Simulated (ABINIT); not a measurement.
# AlN (P6_3mc) in ABINIT: notebook, part 2 of 2

ABINIT 10.8.3 (patched build). Earlier steps stand in the parts before.

## Step 3: Single point, LDA

The input, run.abi:

```
pp_dirpath "./"
pseudos "Al.LDA_PW-JTH.xml, N.LDA_PW-JTH.xml"

acell 5.882717426 5.882717426 9.4127258268
rprim
     1.0000000000     0.0000000000     0.0000000000
    -0.5000000000     0.8660254038     0.0000000000
     0.0000000000     0.0000000000     1.0000000000
ntypat 2
znucl 13 7
natom 4
typat 1 1 2 2
xcart
     2.9413587133     1.6981942446     4.7063629134
    -0.0000000003     3.3963884896     0.0000000000
     2.9413587133     1.6981942446     8.2831987275
    -0.0000000003     3.3963884896     3.5768358142

ecut 25.0
pawecutdg 47.0

kptopt 1
ngkpt 13 13 8
nshiftk 1
shiftk 0.0 0.0 0.0

ixc 7

nband 12
occopt 3
tsmear 0.05 eV

nstep 100
tolvrs 1.0e-9

iomode 3
prtwf 0
prtden 0
prteig 0
prtebands 0
enunit 2
```

Potentials or basis: JTH PAW LDA v2.0.

Run with:

```sh
> abinit run.abi > log 2>&1
```

run.abo:

```text
.Version 10.8.3 of ABINIT
 Symmetries : space group P6_3 m c (#186); Bravais hP (primitive hexag.)
================================================================================
 Values of the parameters that define the memory need of the present run
     intxc =       0    ionmov =       0      iscf =      17    lmnmax =       8
     lnmax =       4     mgfft =      45  mpssoang =       2    mqgrid =    3001
     natom =       4  nloc_mem =       2    nspden =       1   nspinor =       1
    nsppol =       1      nsym =      12    n1xccc =       1    ntypat =       2
    occopt =       3   xclevel =       1
       mpw =        1719          nfft =       40500          nkpt =         105
 PAW method is used; the additional fine FFT grid is defined by:
   mgfftf=        60    nfftf =     96000
================================================================================
================================================================================

--------------------------------------------------------------------------------
------------- Echo of variables that govern the present computation ------------
--------------------------------------------------------------------------------
 -outvars: echo values of preprocessed input variables --------
            acell      5.8827174260E+00  5.8827174260E+00  9.4127258268E+00 Bohr
              amu      2.69815390E+01  1.40067400E+01
             ecut      2.50000000E+01 Hartree
           enunit           2
                       outvar_i_n : Printing only first  50 k-points.
              ixc           7
[... 254 lines left out ...]
Total energy (eV)   : -1.61322381662199E+04
Total energy DC (eV): -1.61322380379041E+04
...

 Cartesian components of stress tensor (hartree/bohr^3)
  sigma(1 1)=  1.96736158E-04  sigma(3 2)=  0.00000000E+00
  sigma(2 2)=  1.96736158E-04  sigma(3 1)=  0.00000000E+00
  sigma(3 3)=  1.37611182E-04  sigma(2 1)=  0.00000000E+00

-Cartesian components of stress tensor (GPa)         [Pressure= -5.2083E+00 GPa]
- sigma(1 1)=  5.78817760E+00  sigma(3 2)=  0.00000000E+00
- sigma(2 2)=  5.78817760E+00  sigma(3 1)=  0.00000000E+00
- sigma(3 3)=  4.04866074E+00  sigma(2 1)=  0.00000000E+00

== END DATASET(S) ==============================================================
================================================================================

 -outvars: echo values of variables after computation  --------
            acell      5.8827174260E+00  5.8827174260E+00  9.4127258268E+00 Bohr
           etotal     -2.4558290747E+01
            fcart     -9.1544265283E-29 -5.2853106203E-29 -2.2104337233E-03
                       9.1544265283E-29  5.2853106203E-29 -2.2104337233E-03
                      -3.6617706113E-28 -2.1141242481E-28  2.2104337233E-03
                       3.6617706113E-28  2.1141242481E-28  2.2104337233E-03
            rprim      1.0000000000E+00  0.0000000000E+00  0.0000000000E+00
                      -5.0000000000E-01  8.6602540380E-01  0.0000000000E+00
                       0.0000000000E+00  0.0000000000E+00  1.0000000000E+00
           strten      1.9673615782E-04  1.9673615784E-04  1.3761118166E-04
                       0.0000000000E+00  0.0000000000E+00  0.0000000000E+00
           xangst      1.5564999990E+00  8.9864569338E-01  2.4904999983E+00
                      -6.5260711847E-18  1.7972913868E+00  0.0000000000E+00
                       1.5564999990E+00  8.9864569338E-01  4.3832799970E+00
                      -6.5260711847E-18  1.7972913868E+00  1.8927799987E+00
             xred      6.6666666666E-01  3.3333333332E-01  5.0000000000E-01
                       3.3333333333E-01  6.6666666666E-01  0.0000000000E+00
                       6.6666666666E-01  3.3333333332E-01  8.8000000000E-01
                       3.3333333333E-01  6.6666666666E-01  3.8000000000E-01
 Calculation completed.
```

Wall time 64 s (1 thread of Arm Neoverse V1, shared host); peak memory 0.13 GiB.

What came out:

```
Free energy                                           : -668.2651 eV
Largest force                                         : 0.114 eV/Å
Band gap on the k mesh                                : 4.23 eV, direct
Valence electrons inside the program's atomic spheres : Al 0.92; N 2.62
```

Forces on the atoms (eV/Å):
```
Al   0.000  0.000 -0.114
Al   0.000  0.000 -0.114
N    0.000  0.000  0.114
N    0.000  0.000  0.114
```

Levels at points of the mesh, in eV from the valence-band top:
| k point | band 5 | band 6 | band 7 | band 8 | band 9 | band 10 | band 11 | band 12 |
| --- | --- | --- | --- | --- | --- | --- | --- | --- |
| (0.00, 0.00, 0.00) | -0.84 | -0.18 | -0.18 | 0.00 | 4.23 | 6.53 | 10.48 | 10.96 |
| (0.00, 0.00, 0.50) | -0.52 | -0.52 | -0.52 | -0.52 | 6.41 | 6.41 | 10.15 | 10.15 |

Caveat: the cutoff is too short for stress, so the log's stress isn't used; an odd mesh through Γ misses points on the zone boundary, where band edges often lie.

## Step 4: Single point, PBEsol

The input, run.abi:

```
# Pseudopotentials
pp_dirpath "./"
pseudos "Al.GGA_PBE-JTH.xml, N.GGA_PBE-JTH.xml"

# Structure
acell 3*1.0
rprim
     5.8827174260     0.0000000000     0.0000000000
    -2.9413587130     5.0945827342     0.0000000000
     0.0000000000     0.0000000000     9.4127258268
ntypat 2
znucl 13 7
natom 4
typat 1 1 2 2
xcart
     1.5565000002     0.8986456939     2.4905000000
    -0.0000000002     1.7972913881     0.0000000000
     1.5565000002     0.8986456939     4.3832800000
    -0.0000000002     1.7972913881     1.8927800000 Angstrom

# Plane-wave basis
ecut 25.0
pawecutdg 47.0

# k points
kptopt 1
ngkpt 8 8 5
nshiftk 1
shiftk 0.0 0.0 0.0

# Exchange and correlation
ixc -116133

# Bands and occupations
nband 12
occopt 3
tsmear 0.05 eV

# SCF cycle
nstep 100
tolvrs 1.0e-9

# Output
iomode 3
prtwf 0
prtden 0
prteig 0
prtebands 0
enunit 2
```

Potentials or basis: JTH PAW PBE v2.0.

Run with:

```sh
> abinit run.abi > log 2>&1
```

It took 30 s on 1 thread of Arm Neoverse V1, shared host; peak memory 0.11 GiB.

Results (log left out):

| Item | Value |
| --- | --- |
| Free energy | -664.0255 eV |
| Largest force | 0.133 eV/Å |
| Band gap on the k mesh | 4.12 eV, direct |
| Valence electrons inside the program's atomic spheres | Al 0.90; N 2.62 |

Forces in eV/Å, atoms in the order of the input:
```
Al   0.000  0.000 -0.133
Al   0.000  0.000 -0.133
N    0.000  0.000  0.133
N    0.000  0.000  0.133
```

Levels at points of the mesh, in eV from the valence-band top:
```tsv
k point	band 6	band 7	band 8	band 9	band 10	band 11
(0.00, 0.00, 0.00)	-0.18	-0.18	0.00	4.12	6.54	10.49
(0.50, 0.00, 0.00)	-2.09	-1.81	-0.67	5.67	5.68	8.08
```

Caveat: the cutoff is too short for stress, so the log's stress isn't used; the PAW data sets were made with another functional, which shifts forces and pressure a little.

## Step 5: Overview

```tsv
level	potentials or basis	k mesh	gap on the mesh (eV)	largest force (eV/Å)
PBE	JTH PAW PBE v2.0	8 × 8 × 5	4.20	0.13
LDA	JTH PAW LDA v2.0	13 × 13 × 8	4.23	0.11
PBEsol	JTH PAW PBE v2.0	8 × 8 × 5	4.12	0.13
```

Alike in all rows: task single point; no spin polarisation; cell as given; cutoff (eV) 680; smearing fermi-dirac 0.05 eV.

Caveats: an odd mesh through Γ misses points on the zone boundary, where band edges often lie (some runs); the PAW data sets were made with another functional, which shifts forces and pressure a little (some runs).

Total energies depend on the potentials used, so only differences within one code and one set of settings carry meaning.

## Step 6: Against experiment

Step 2. A measured gap of AlN is 6.0343 eV (an exciton energy, a little under the gap; 0 K; quoted in “Structural and optical properties of self-assembled AlN nanowires grown on SiO2/Si substrates by molecular beam epitaxy”, 2024, arxiv:2402.00216); the calculated 4.20 eV misses it by -1.83 eV. 2 values of this kind are on record (6.034 to 6.0343 eV); this one was drawn at random. The value is that of PBE, without temperature or zero-point motion. Semilocal functionals fall short of measured gaps as a rule.

Step 3. The gap isn't set beside the deposited one, since this odd mesh misses points on the zone boundary.

Step 4. Measured gap of AlN: 6.0343 eV (an exciton energy, a little under the gap; 0 K; quoted in “Structural and optical properties of self-assembled AlN nanowires grown on SiO2/Si substrates by molecular beam epitaxy”, 2024, arxiv:2402.00216). This calculation gives 4.12 eV (-1.92 eV). 2 values of this kind are on record (6.034 to 6.0343 eV); this one was drawn at random. The value is that of PBEsol, without temperature or zero-point motion. Semilocal functionals fall short of measured gaps as a rule.
